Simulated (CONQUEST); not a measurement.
## GaSb under changes of volume

One of the cells (28.625 Å³/atom); the others are scaled copies at fixed shape and fractional positions:

```
Sb Ga
1.0
     4.32608    0.00000    0.00000
     0.00000    4.32608    0.00000
     0.00000    0.00000    6.11800
Sb Ga
2 2
Direct
  0.00000 0.50000 0.25000
  0.50000 0.00000 0.75000
  0.00000 0.00000 0.00000
  0.50000 0.50000 0.50000
```

* Program: CONQUEST 1.3
* Functional: PBE
* Potentials or basis: PseudoDojo NC PBE, SZP, grid of 48 × 48 × 60 points
* k mesh: 6 × 6 × 5
* Occupations: fermi-dirac, width 0.05 eV
* Spin: no spin polarisation

```csv
volume (Å³/atom),energy over the lowest point (meV/atom),pressure (GPa),gap on the mesh (eV)
26.907,112.06,9.4,0.86
27.480,?,?,?
28.052,55.99,6.2,0.50
28.625,36.14,5.0,0.31
29.197,20.28,3.9,0.14
29.770,8.26,2.8,none
30.342,0.00,1.8,none
```

Problem. What does the run at 27.480 Å³/atom give?

Solution. Energy over the lowest point 81.09 meV/atom; pressure 7.9 GPa; gap on the mesh 0.69 eV.

Worked out: A Birch-Murnaghan fit of order 3 (a polynomial in V^(-2/3)) to the other rows has no minimum within the range. It gives 81.21 meV/atom at 27.480 Å³/atom, against the run's 81.09, and -dE/dV = 7.8 GPa, against 7.9.

Energies are extrapolated to zero smearing.

Caveats: the atomic basis is small; the basis of atomic orbitals isn't converged, which shifts pressures, moduli and gaps; the real-space grid breaks the cell's symmetry a little (some runs); spin-orbit coupling is left out, which moves the levels of the heavy elements (some runs); an odd mesh through Γ misses points on the zone boundary, where band edges often lie (some runs).

A gap of «none» marks a metal or a gap under the smearing width.
